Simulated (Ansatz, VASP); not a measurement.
## Two plane-wave programs on NiO

```
Ni O
1.0
     0.00000    2.17559    2.17559
     2.17559    0.00000    2.17559
     2.17559    2.17559    0.00000
Ni O
1 1
Direct
  0.00000 0.00000 0.00000
  0.50000 0.50000 0.50000
```

Alike in both runs: task single point; functional PBE; k mesh 12 × 12 × 12; occupations gaussian, width 0.02 eV; collinear spin; Hubbard terms Ni d U = 6.2 eV.

|  | VASP | Ansatz |
| --- | --- | --- |
| version | VASP 6.6.1 | Ansatz 0.2.0 |
| potentials or method | VASP PAW PBE potentials, release 64 (Ni, O) | scalar-relativistic, plane waves, PAW |
| plane-wave cutoff (eV) | 520 | 420 |
| valence electrons in the cell | 16 | 24 |

```tsv
	VASP	Ansatz	Ansatz less VASP
gap on the k mesh at the Fermi level (eV)	2.04	1.65	-0.388
least direct gap on the mesh (eV)	2.72	2.58	-0.138
pressure (GPa)	-15.6	-9.2	+6.36
net moment per atom (μB)	1.00	1.00	0.000
size of the moment on the site where the two differ most (μB)	1.83	1.75	-0.079
```

Site moments also hang on the region over which each program counts them. The programs project onto different local orbitals, so the same U acts differently. The two sets of potentials don't hold the same shells in valence.

Caveats: a cell with one magnetic atom can't hold antiferromagnetic order, which such compounds often take. The state reached can hang on the start; a lower one may exist. A k mesh can miss the band edges.
